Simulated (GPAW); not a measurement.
Be2C:

```
C Be
1.0
     0.00000    2.16500    2.16500
     2.16500    0.00000    2.16500
     2.16500    2.16500    0.00000
C Be
1 2
Direct
  0.00000 0.00000 0.00000
  0.75000 0.75000 0.75000
  0.25000 0.25000 0.25000
```

Base run:

```yaml
Program: GPAW 26.7.0
Functional: PBE
Potentials_or_basis: GPAW PAW data sets (gpaw-data 1.2.1)
Cutoff: 600 eV
Basis: pw
k_mesh: 9 × 9 × 9
Occupations: fermi-dirac, width 0.05 eV
Spin: no spin polarisation
```

Its results: band gap on the k mesh 1.30 eV, indirect (least direct gap 4.11 eV).

**Question.** The run is repeated on the same cell with these changes: functional from PBE to PBE0; k mesh from 9 × 9 × 9 to 8 × 8 × 8. What comes out?

**Answer.** Band gap on the k mesh 2.58 eV, indirect (least direct gap 5.77 eV).

Several settings changed at once, so the effect can't be laid on one alone.

Caveats: an odd mesh through Γ misses points on the zone boundary, where band edges often lie (some runs).
